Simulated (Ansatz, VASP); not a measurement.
**Te2Mo in VASP and in Ansatz**

INCAR

```
ALGO = Fast
EDIFF = 1E-6
EDIFFG = -0.01
ENCUT = 580
GGA = PE
IBRION = 2
ISIF = 3
ISMEAR = -1
LASPH = True
LCHARG = False
LREAL = False
LWAVE = False
NELM = 60
NSW = 40
PREC = Accurate
SIGMA = 0.05
```

The input KPOINTS:

```
k-points
0
Gamma
  4 8 1
```

File POSCAR:

```
Te2Mo
1.0
    6.3616090156      0.0000000000      0.0000000000
    0.0000000000      3.4804030600      0.0000000000
   -0.0857412231      0.0000000000     36.1758904685
Te Mo
4 2
Direct
    0.4292511000      0.7500000000      0.5407035800
    0.5707489000      0.2500000000      0.4592964200
    0.9208478700      0.2500000000      0.5565273200
    0.0791521300      0.7500000000      0.4434726800
    0.1813475600      0.2500000000      0.4974653700
    0.8186524400      0.7500000000      0.5025346300
```

File input.yaml:

```yaml
crystal:
  lattice:
    - [6.3616090156, 0.0, 0.0]
    - [0.0, 3.48040306, 0.0]
    - [-0.0857412231, 0.0, 36.1758904685]
  atoms:
    - { symbol: Te, position: [0.4292511, 0.75, 0.54070358] }
    - { symbol: Te, position: [0.5707489, 0.25, 0.45929642] }
    - { symbol: Te, position: [0.92084787, 0.25, 0.55652732] }
    - { symbol: Te, position: [0.07915213, 0.75, 0.44347268] }
    - { symbol: Mo, position: [0.18134756, 0.25, 0.49746537] }
    - { symbol: Mo, position: [0.81865244, 0.75, 0.50253463] }
hamiltonian:
  xc: pbe
  pseudopotentials: { kind: paw }
kpoints:
  mp_grid: { grid: [4, 8, 1] }
scf:
  occupations: { method: fermi_dirac, width: 0.05 }
output:
  forces: true
  stress: true
relax:
  f_tol: 0.01
  max_steps: 40
  cell: { stress_tol: 0.05 }
```

Alike in both runs: task relaxation of cell and atoms; functional PBE; k mesh 4 × 8 × 1; occupations fermi-dirac, width 0.05 eV; no spin polarisation.

```csv
,VASP,Ansatz
version,VASP 6.6.1,Ansatz 0.2.0
potentials or method,"VASP PAW PBE potentials, release 64 (Te, Mo)",Ansatz PAW
plane-wave cutoff (eV),580,420
valence electrons in the cell,36,92
```

|  | VASP | Ansatz | Ansatz less VASP |
| --- | --- | --- | --- |
| relaxed volume (Å³/atom) | 133.30 | 133.23 | -0.069 |
| relaxed cell length with the largest relative difference (Å) | 3.450 | 3.465 | +0.0147 |
| energy change over the relaxation (meV/atom) | -1 | -1 | -0.1 |

The two sets of potentials don't hold the same shells in valence.

Caveats: without dispersion, layers of such crystals drift apart on relaxing, which shifts levels and gaps; volumes and pressures include the vacuum; the plane-wave basis is chosen anew once the cell has moved, so the energies of steps on either side of that aren't comparable (Ansatz). Spin-orbit coupling is left out, which matters for the levels of Te.
